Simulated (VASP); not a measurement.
GaN: relaxation of cell and atoms with r2SCAN+rVV10

Crystal: GaN.

```
CELL_PARAMETERS angstrom
0.00000 2.13524 2.13524
2.13524 0.00000 2.13524
2.13524 2.13524 0.00000
ATOMIC_POSITIONS crystal
Ga 0.00000 0.00000 0.00000
N 0.50000 0.50000 0.50000
```

Measurements of this composition are mostly on another form, of space group No. 186.

* Program: VASP 6.6.1
* Task: relaxation of cell and atoms
* Functional: r2SCAN
* Dispersion: rVV10
* Potentials or basis: VASP PAW PBE potentials, release 64 (Ga_d, N)
* Cutoff: 600 eV
* k mesh: 14 × 14 × 14
* Occupations: gaussian, width 0.02 eV
* Spin: no spin polarisation
* Further INCAR settings: ALGO = Normal; EDIFF = 1e-07; IBRION = 2; EDIFFG = -0.005; NSW = 90; ISIF = 3

```yaml
Relaxed_volume: 9.37 Å³/atom
Relaxed_cell: a = 2.981 Å, b = 2.981 Å, c = 2.981 Å, α = 60.00°, β = 60.00°, γ = 60.00°
Space_group_after_relaxing_to_0.05_Å: Fm-3m (No. 225)
Energy_gained_by_relaxing: 11.0 meV/atom
Ionic_steps: 6
Pressure_after_relaxing: -0.1 GPa
Band_gap_on_the_k_mesh: 1.14 eV, indirect (least direct gap 3.41 eV)
```

The path:
| step | energy change (eV) | largest force (eV/Å) | pressure (GPa) | volume (Å³) |
| --- | --- | --- | --- | --- |
| 1 | 0.0000 | 0.0000 | -8.96 | 19.47 |
| 2 | 0.0025 | 0.0000 | 11.07 | 17.98 |
| 3 | -0.0221 | 0.0000 | 0.09 | 18.72 |
| 4 | -0.0221 | 0.0000 | -0.11 | 18.73 |
| 5 | -0.0221 | 0.0000 | -0.12 | 18.73 |
| 6 | -0.0221 | 0.0000 | -0.07 | 18.73 |

Final structure:
```yaml
crystal:
  lattice:
    - [0.00000, 2.10796, 2.10796]
    - [2.10796, 0.00000, 2.10796]
    - [2.10796, 2.10796, 0.00000]
  atoms:
    - { symbol: Ga, position: [0.00000, 0.00000, 0.00000] }
    - { symbol: N, position: [0.50000, 0.50000, 0.50000] }
```

Levels at points of the mesh, in eV from the valence-band top:
```csv
k point,band 6,band 7,band 8,band 9,band 10,band 11,band 12,band 13
"(0.00, 0.00, 0.00)",-14.29,-0.54,-0.54,-0.54,2.87,15.47,15.47,15.47
"(0.50, 0.00, 0.00)",-14.14,-8.41,-0.18,-0.18,5.37,9.84,9.84,10.42
"(0.50, 0.50, 0.00)",-11.52,-7.31,-3.16,-3.16,1.14,8.46,13.11,15.75
```

Wall time 5 min on 1 thread of AMD EPYC 9R45 96-Core Processor (Zen 5), on a shared host, peak memory 0.22 GiB.

Caveat: the PAW data sets were made with another functional, which shifts forces and pressure a little. A k mesh can miss the band edges.
